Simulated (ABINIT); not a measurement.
Runs of ABINIT 10.8.3 (patched build) on TiSi. Symmetry: Cmmm, No. 65, orthorhombic system. Conventional cell: a = 3.632 Å, b = 4.235 Å, c = 3.804 Å, α = 90.00°, β = 90.00°, γ = 90.00°. Ti (site symmetry mmm) is surrounded by 8 Si at 2.63 to 2.85 Å and 4 Ti at 2.79 Å. Si (site symmetry mmm) is surrounded by 8 Ti at 2.63 to 2.85 Å and 4 Si at 2.79 Å. The cell comes from a database or a generator and needn't be the stable form of this composition.

```csv
task,level,potentials or basis,cell,k mesh,cutoff (eV),bands in the sums,broadening (eV),scissor shift (eV),tensor components,cell freedom (optcell),gap on the mesh (eV),pressure (GPa),relaxed volume (Å³/atom)
optical spectrum,PBEsol,PseudoDojo NC SR PBEsol v0.4.1 standard,as given,12 × 12 × 8,1034,14,0.1,0,11 × 22 × 33,-,none,(a),-
relaxation of cell and atoms,LDA,PseudoDojo NC SR LDA v0.4.1 standard,relaxed,8 × 8 × 5,1143,-,-,-,-,2,none,0.0,13.79
single point,PBEsol,PseudoDojo NC SR PBEsol v0.4.1 standard,as given,8 × 8 × 5,1034,-,-,-,-,-,none,-4.3,-
relaxation of cell and atoms,PBEsol,PseudoDojo NC SR PBEsol v0.4.1 standard,relaxed,8 × 8 × 5,1143,-,-,-,-,2,none,0.0,14.17
```

Alike in all rows: no spin polarisation; smearing fermi-dirac 0.05 eV.

Question: Estimate the missing entries.

Answer: (a) -4.5.

Caveats: the intraband (Drude) term is left out (some runs); spectra need much finer meshes, so this one isn't converged (some runs).

A k mesh can miss the band edges.

A gap of «none» marks a metal or a gap under the smearing width.

Not every run made on this cell is shown here.
